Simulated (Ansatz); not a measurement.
# La (La, beta-Sn type): the cost of one run

Method: DFT PBE, plane waves (420 eV) with PAW, scalar-relativistic, in Ansatz 0.2.0.

### Step 1. The structure to begin with

The structure is tetragonal, space group I4_1/amd (No. 141). The conventional cell has a = 6.602 Å, b = 6.602 Å, c = 3.605 Å, α = 90.00°, β = 90.00°, γ = 90.00°. La (site symmetry -4m2) has 6 La at 3.42 to 3.60 Å as nearest neighbours.

Structure file:

```
CELL_PARAMETERS angstrom
-3.30121 3.30121 1.80246
3.30121 -3.30121 1.80246
3.30121 3.30121 -1.80246
ATOMIC_POSITIONS crystal
La 0.00000 0.00000 0.00000
La 0.75000 0.25000 0.50000
```

### Step 2. Relaxation of the cell

Input file input.yaml:

```yaml
crystal:
  lattice:
    - [-3.3012070246, 3.3012070246, 1.8024590354]
    - [3.3012070246, -3.3012070246, 1.8024590354]
    - [3.3012070246, 3.3012070246, -1.8024590354]
  atoms:
    - { symbol: La, position: [0.0, 0.0, 0.0] }
    - { symbol: La, position: [0.75, 0.25, 0.5] }
hamiltonian:
  xc: pbe
  pseudopotentials:
    kind: paw
    azcp:
      La: "pseudopotentials/La.paw.azcp"
basis:
  ecutwfc: 420
  fft_grid_basis: typed
kpoints:
  mp_grid: { grid: [10, 10, 7], shift: [0, 0, 0] }
magnetization:
  spin_polarized: false
scf:
  occupations: { method: fermi_dirac, width: 0.1 }
relax:
  max_steps: 60
  f_tol: 0.01
  cell: {}
```

Launch:

```
ansatz run input.yaml --threads 1 --pin off --max-ram 3584MiB --backend cpu --events-out ev --progress --plain --runs-dir out
```

Q: Estimate wall time and peak memory on 1 thread of Intel Xeon Platinum 8259CL at 2.50GHz (Skylake/Cascade Lake), shared host.

About 12 min, with a peak of 0.72 GiB.
